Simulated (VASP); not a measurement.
A run of VASP 6.6.1:

Contents of INCAR:

```
SYSTEM = Ge
PREC = Accurate
ENCUT = 600
EDIFF = 1E-7
ISMEAR = 0
SIGMA = 0.03
LREAL = .False.
LASPH = .True.
NELM = 80
ALGO = Normal
ISIF = 3
LWAVE = .False.
LCHARG = .False.
IBRION = 2
NSW = 90
EDIFFG = -0.005
KPAR = 4
```

Contents of KPOINTS:

```
regular mesh
0
Gamma
  6 6 4
  0 0 0
```

File POSCAR:

```
Ge                                      
1.0
    5.8800085516      0.0000000000     -0.0000000000
    0.0000000000      5.8800085516     -0.0000000000
    0.0000000000      0.0000000000      6.9170542873
  Ge            
    12
Direct
     0.0883995632281021    0.0883995632281021    0.0000000000000000
     0.4116004367718979    0.5883995632281021    0.7500000000000000
     0.9116004367718979    0.9116004367718979    0.5000000000000000
     0.5883995632281021    0.4116004367718979    0.2500000000000000
     0.1717378427399616    0.3705546309313027    0.2553979690978242
     0.1294453690686972    0.6717378427399617    0.0053979690978242
     0.8282621572600383    0.6294453690686971    0.7553979690978241
     0.8705546309313029    0.3282621572600385    0.5053979690978242
     0.6717378427399617    0.1294453690686972    0.9946020309021758
     0.6294453690686971    0.8282621572600383    0.2446020309021757
     0.3282621572600385    0.8705546309313029    0.4946020309021759
     0.3705546309313027    0.1717378427399616    0.7446020309021759
```

Potentials or basis: VASP PAW LDA potentials, release 64 (Ge_d).

Launch:

```bash
$ cat potpaw_LDA.64/Ge_d/POTCAR > POTCAR
$ mpirun -np 4 vasp_std > vasp.out
```

Hardware: 4 MPI ranks on Intel(R) Xeon(R) 6975P-C (Granite Rapids), on a shared host.

Task: How long does it take, and how much memory?

Result: Run time: 9.8 min on 4 MPI ranks on Intel(R) Xeon(R) 6975P-C (Granite Rapids) (shared host), peak memory 0.64 GiB a rank. Counts: scf iterations 62, k points 30, ion steps 9.
